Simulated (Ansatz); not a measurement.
The cell is COD entry 1534648, which may be a prediction rather than a measurement; nothing was relaxed.

An input for InSe and the output that it gave: DFT, PBEsol, all-electron LAPW, scalar-relativistic (Ansatz 0.2.0).

Command: `ansatz run input.yaml --threads 1 --pin off --max-ram 6144MiB --backend cpu --events-out ev --progress --plain --runs-dir out` The run took 86 s on 1 thread of Intel(R) Xeon(R) 6975P-C (Granite Rapids) (shared host), peak memory 0.63 GiB.

```yaml
crystal:
  lattice:
    - [1.9999996503, 1.1547003365, 8.31667]
    - [-1.9999996503, 1.1547003365, 8.31667]
    - [0.0, -2.309400673, 8.31667]
  atoms:
    - { symbol: In, position: [0.0, 0.0, 0.0] }
    - { symbol: In, position: [0.1122, 0.1122, 0.1122] }
    - { symbol: Se, position: [0.6155, 0.6155, 0.6155] }
    - { symbol: Se, position: [0.83, 0.83, 0.83] }
kpoints:
  mp_grid: { grid: [7, 7, 7] }
  band_path:
    path:
      - [0.0, 0.0, 0.0]
      - [-0.5, -0.5, -0.5]
      - [-0.5, -0.1795180059, -0.8204819941]
      - [-0.1795180059, 0.1795180059, -0.5]
      - [0.0, 0.0, -0.5]
      - [0.0, 0.0, 0.0]
      - [0.0, 0.3397590029, -0.3397590029]
      - [-0.3397590029, 0.0, -0.6602409971]
      - [-0.5, 0.0, -0.5]
    npoints: 14
scf:
  occupations: { method: fermi_dirac, width: 0.01 }
hamiltonian:
  xc: pbesol
  pseudopotentials: { kind: all_electron, lapw: { basis_error: 0.001 } }
output:
  forces: true
  stress: true
  eigenvalues: true
  populations: true
  dos: { projected: true, de: 0.2, e_range: [-14, 8] }
```

Output:

```
In: projections on atomic orbitals take those of the free atom 1s2 2s2 2p6 3s2 3p6 3d10 4s2 4p6 4d10 5s2 5p1, of charge +0.00 (hamiltonian.pseudopotentials.projection_atoms)
Se: projections on atomic orbitals take those of the free atom 1s2 2s2 2p6 3s2 3p6 3d10 4s2 4p4, of charge +0.00 (hamiltonian.pseudopotentials.projection_atoms)
LAPW: plane waves up to 8.445 Å⁻¹, error target 1.0e-3 eV per atom; small_component_spin mean_spin; Se in spheres of 1.267 Å, 24 of its electrons in bands, Dirac shells []; In in spheres of 1.371 Å, 21 of its electrons in bands, Dirac shells []
Engine: ansatz 0.2.0
Pseudopotentials: kind: all_electron
Pseudopotential: In, LAPW, valence charge 21, Koelling and Harmon's equation, gaussian nucleus
Pseudopotential: Se, LAPW, valence charge 24, Koelling and Harmon's equation, gaussian nucleus
Functional definition: PBEsol
  exchange = pbesol_x
  correlation = pbesol_c
Crystal: 4 atoms, lattice volume = 115.239 Å³
Basis set: ecut = 271.73555906218695 eV, 1181 PW (Γ), FFT grids on a1−a3, a2−a3, a3, exchange–correlation at level 2
Bands: 54, of which v1, the nominal top of the filled ones, is band 45 counted from 1 (44 counted from 0)
Symmetry: 6 space group operations
Space group: R3m (ITA 160), of the structure as read, at distance tolerance 4.9e-5 Å
k-points: 44 of 343 (time reversal used)
Non-local potential: In, projectors of the file, none
Non-local potential: Se, projectors of the file, none
Initial density: superposition of atomic densities (chi_scale 0.1, normalization cell, long waves 29 % of neutral atoms (reshape's long-wave potential 1.29 eV rms, cloud 2.62 Å wide))
Initial wavefunctions: plane waves of lowest kinetic energy (no species holds an atomic orbital)
Functional: x = pbesol(κ = 0.804, μ = 0.12345679012345678), c = pbesol(β = 0.046)
iter 1 solved again at ethr=1.59e-3 eV; its pass at ethr=1.00e-1 eV (dr2=1.43e0 eV) is discarded
SCF iter   1: F=—  HF=-452111.103045 eV  |F-HF|=—  |Δ(HF+E_count)|=         —  Δρ=2.45e-2  dr2=1.43e0  ethr=1.59e-3  ⟨swp⟩=2.0  Hψ=15027  notcnv=0
preconditioner: auto → Resta (q_TF=auto, 2.618 Å⁻¹)  ε∞=3.1  [insulator: Δε(μ)=0.816 eV  Ē_g=14.810 eV  σ=0.010 eV  W_gap=1.00  n_scr=36 (ndim 8)  ℏωp=21.3 eV  f_vac=0.141  D(μ)=0.00/eV (n_scr^D=0)  ε∞_Penn≈3.1]
SCF iter   2: F=—  HF=-452110.710728 eV  |F-HF|=—  |Δ(HF+E_count)|=   3.92e-1  Δρ=1.13e-2  dr2=2.22e-1  ethr=1.59e-3  ⟨swp⟩=3.0  Hψ=7385  notcnv=0
SCF iter   3: F=—  HF=-452110.673043 eV  |F-HF|=—  |Δ(HF+E_count)|=   3.77e-2  Δρ=6.45e-3  dr2=7.28e-2  ethr=2.47e-4  ⟨swp⟩=2.1  Hψ=7266  notcnv=0
iter 4 solved again at ethr=3.72e-6 eV; its pass at ethr=8.09e-5 eV (dr2=3.35e-3 eV) is discarded
SCF iter   4: F=—  HF=-452110.665407 eV  |F-HF|=—  |Δ(HF+E_count)|=         —  Δρ=1.14e-3  dr2=3.34e-3  ethr=3.72e-6  ⟨swp⟩=2.0  Hψ=12157  notcnv=0
the basis was enlarged: its passes take 473.2 KiB over the memory plan, 1 of 1 planned eigensolver slots
SCF iter   5: F=—  HF=-452110.664629 eV  |F-HF|=—  |Δ(HF+E_count)|=   7.78e-4  Δρ=3.61e-4  dr2=2.69e-4  ethr=3.71e-6  ⟨swp⟩=2.0  Hψ=7260  notcnv=0
SCF iter   6: F=—  HF=-452110.664706 eV  |F-HF|=—  |Δ(HF+E_count)|=   7.75e-5  Δρ=1.63e-4  dr2=4.44e-5  ethr=2.99e-7  ⟨swp⟩=3.0  Hψ=7072  notcnv=0
SCF iter   7: F=—  HF=-452110.664752 eV  |F-HF|=—  |Δ(HF+E_count)|=   4.60e-5  Δρ=6.67e-5  dr2=9.40e-6  ethr=4.93e-8  ⟨swp⟩=3.0  Hψ=7122  notcnv=0
SCF iter   8: F=—  HF=-452110.664761 eV  |F-HF|=—  |Δ(HF+E_count)|=   9.47e-6  Δρ=1.92e-5  dr2=8.14e-7  ethr=1.04e-8  ⟨swp⟩=3.0  Hψ=7174  notcnv=0
SCF iter   9: F=—  HF=-452110.664763 eV  |F-HF|=—  |Δ(HF+E_count)|=   1.35e-6  Δρ=6.92e-6  dr2=8.93e-8  ethr=9.04e-10  ⟨swp⟩=3.0  Hψ=7207  notcnv=0
SCF iter  10: F=-452110.664763 eV  HF=-452110.664763 eV  |F-HF|=3.01e-8  |Δ(HF+E_count)|=   4.62e-8  Δρ=3.54e-6  dr2=1.91e-8  ethr=9.92e-11  ⟨swp⟩=3.0  Hψ=7136  notcnv=0
SCF 1 converged in 10 iterations: F = -452110.664763 eV  dr2 = 1.91e-8
NSCF: frozen V_eff on 113 k-points
SCF converged after 10 iterations
Free energy (F): -452110.664763 eV
Harris-Foulkes:  -452110.664763 eV  (|F-HF|=3.01e-8)
Internal energy: -452110.664763 eV  (E = F + TS)
E sigma→0 (E₀):  -452110.664763 eV
Fermi energy:    9.285122 eV
--- Per-component energies (eV) ---
  E_band       = -4458.390152
  E_kinetic    = 471078.155544
  E_xc         = -13259.489831
  E_electrostatic = -909929.330476  (all electrons and nuclei)
  E_smearing   = -0.000000  (= −TS)
  E_closure    = 0.000000  (closes the sum)
  E_atoms      = -452095.124779  (free atoms, spherical and without spin; not in F)
  Σ components = -452110.664763   (vs F -452110.664763, Δ=0.00e0)
  Basis errors (estimates in eV, not in F): energy 4.6e-4 per atom: plane waves 4.2e-4 (2.4e-4 summed), levels above the bands 0.0e0, relativity 2.5e-8, radial functions 4.0e-5, core shells 2.5e-7; eigenvalues (radial functions only) 1.1e-6; not estimated: angular momenta, meshes, grids; target (lapw.basis_error) 1.0e-3; muffin-tin radii Se 1.267 Å, In 1.371 Å
--- Forces (eV/Å), atoms counted from 1 ---
  atom   1  In     0.00000000     0.00000000     0.15312386
  atom   2  In     0.00000000     0.00000000    -0.15272138
  atom   3  Se     0.00000000     0.00000000    -0.00880332
  atom   4  Se     0.00000000    -0.00000000     0.00839665
  max |Σ_I F_I| component: 4.20e-6 eV/Å
--- Stress (GPa, compression-positive) ---
        0.453973       0.000000      -0.000000
        0.000000       0.453973       0.000000
       -0.000000       0.000000      -0.123262
  P = ⅓ Tr σ = 0.2616 GPa (2.616 kbar)
--- Band table (eV; the first three rows and the last of 44) ---
  k-point 0: bands = ["-198.3205", "-198.3195", "-137.9948", "-137.9948", "-137.9932", "-137.9932", "-137.9648", "-137.9645", "-106.1279", "-106.1263", "-64.6648", "-64.6648", "-64.6629", "-64.6629", "-64.6431", "-64.6201", "-38.4360", "-38.4360", "-38.4342", "-38.4342", "-38.4111", "-38.4111", "-38.4105", "-38.4105", "-38.4016", "-38.4015", "-5.6688", "-5.4810", "-5.4810", "-5.3980", "-5.3980", "-5.3819", "-5.3819", "-5.2092", "-5.2092", "-5.2076", "-4.5323", "-4.0599", "2.6746", "5.6478", "7.4744", "7.7569", "7.7569", "7.8903", "7.8903", "10.8196", "11.1017", "13.4271", "13.4271", "14.1485", "14.5174", "14.5174", "16.5724", "17.6879"]
  k-point 1: bands = ["-198.3205", "-198.3195", "-137.9948", "-137.9948", "-137.9932", "-137.9932", "-137.9648", "-137.9645", "-106.1279", "-106.1263", "-64.6648", "-64.6648", "-64.6630", "-64.6629", "-64.6431", "-64.6201", "-38.4360", "-38.4359", "-38.4342", "-38.4341", "-38.4111", "-38.4111", "-38.4105", "-38.4105", "-38.4015", "-38.4015", "-5.6755", "-5.5569", "-5.4859", "-5.4778", "-5.3875", "-5.3834", "-5.3714", "-5.2474", "-5.2109", "-5.1385", "-4.2983", "-3.8711", "2.8263", "5.2490", "6.5582", "7.3490", "7.5025", "7.6804", "7.9707", "11.1666", "11.8328", "12.6707", "13.6115", "13.7067", "14.6180", "14.9615", "16.0476", "17.4207"]
  k-point 2: bands = ["-198.3205", "-198.3195", "-137.9948", "-137.9948", "-137.9932", "-137.9932", "-137.9648", "-137.9645", "-106.1279", "-106.1263", "-64.6649", "-64.6648", "-64.6631", "-64.6630", "-64.6431", "-64.6201", "-38.4360", "-38.4358", "-38.4341", "-38.4340", "-38.4111", "-38.4111", "-38.4106", "-38.4105", "-38.4015", "-38.4014", "-5.7480", "-5.6245", "-5.6055", "-5.4755", "-5.4003", "-5.3509", "-5.3423", "-5.2649", "-5.2139", "-5.0825", "-3.7812", "-3.4426", "3.0230", "4.3008", "5.3024", "7.0464", "7.0471", "7.2353", "8.0005", "10.7745", "11.1587", "12.8959", "13.3223", "13.8231", "15.4891", "15.5951", "16.0174", "16.8227"]
  k-point 43: bands = ["-198.3205", "-198.3195", "-137.9948", "-137.9948", "-137.9932", "-137.9932", "-137.9648", "-137.9645", "-106.1279", "-106.1263", "-64.6648", "-64.6648", "-64.6630", "-64.6629", "-64.6431", "-64.6201", "-38.4360", "-38.4359", "-38.4342", "-38.4341", "-38.4111", "-38.4111", "-38.4105", "-38.4105", "-38.4015", "-38.4015", "-5.6731", "-5.5463", "-5.5010", "-5.4781", "-5.3875", "-5.3832", "-5.3714", "-5.2523", "-5.2107", "-5.1385", "-4.1689", "-4.0111", "3.1186", "4.7596", "6.6604", "6.8723", "7.4269", "7.7673", "8.9446", "10.5286", "11.8610", "12.7419", "13.4984", "13.8271", "15.1095", "15.1615", "16.3214", "17.2595"]
--- Löwdin populations: 4 sites ---
  site symbol       q [e]
     0     In     48.8356
     1     In     48.8339
     2     Se     34.1183
     3     Se     34.1127
  spilling = 0.000600 (of n_electrons = 166.000000)
```
